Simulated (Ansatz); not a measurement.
Working through the levels without and with spin-orbit coupling of HfS2, space group P-3m1

With Ansatz's Python interface.

Notebook, run cell by cell (the value of a cell's last expression is shown):

In [1]:
```python
import ansatz as az
```

In [2]:
```python
KMESH = (6, 6, 4)
SMEARING = "fixed"
```

In [3]:
```python
system = (
    az.Lattice.from_parameters(3.639664, 3.639664, 6.055562, alpha=90.0, beta=90.0, gamma=120.0)
    .atom("Hf", [0.0, 0.0, 0.0])
    .atom("S", [2 / 3, 1 / 3, 0.763952])
    .atom("S", [1 / 3, 2 / 3, 0.236048])
)
```

In [4]:
```python
job = (
    system.calculation()
    .functional(az.Functional.PBESOL)
    .kpoints(mesh=KMESH)
    .occupations(SMEARING)
    .band_table()
)
for label, variant in (("scalar-relativistic", job), ("spin-orbit", job.spin(soc=True))):
    rep = variant.run().report
    zero = rep["band_edges_ev"][0] if rep.get("band_edges_ev") else rep["fermi_energy_ev"]
    near = [round(e - zero, 3) for e in rep["eigenvalues_ev"][0] if abs(e - zero) < 3]
    print(label)
    print("  band edges (eV):", [round(e, 3) for e in rep.get("band_edges_ev") or []] or "none reported")
    print("  levels at k =", rep["kpoints_frac"][0], "within 3 eV of the zero:", near)
```
```text
DeckWarning: basis.ecutwfc = 420 eV, auto-derived from the records' recommended cutoffs: set by Hf (normal level)
scalar-relativistic
  band edges (eV): [8.319, 9.433]
  levels at k = [0.0, 0.0, 0.0] within 3 eV of the zero: [-2.759, -2.759, -0.034, -0.0, 0.0, 1.962, 1.962, 2.64]
spin-orbit
  band edges (eV): [8.389, 9.437]
  levels at k = [0.0, 0.0, 0.0] within 3 eV of the zero: [-2.845, -2.845, -2.809, -2.809, -0.204, -0.204, -0.049, -0.049, 0.0, 0.0, 1.859, 1.859, 1.905, 1.905, 2.624, 2.624]
```

What to keep in mind:
- The computed bands are complete only to about 4.8 eV above the Fermi level.
- This cell is a computed structure, which may not be the phase found in nature.
- Levels are Kohn-Sham eigenvalues on this mesh.
- Warnings are shown shortened and without file and line.
- With spin-orbit coupling each level holds one electron and, with inversion or at time-reversal points, comes in pairs; a window in energy can cut a split set.
- Hardware and time: 27 s on 1 thread of Arm Neoverse N1 (shared host), peak memory 0.59 GiB.
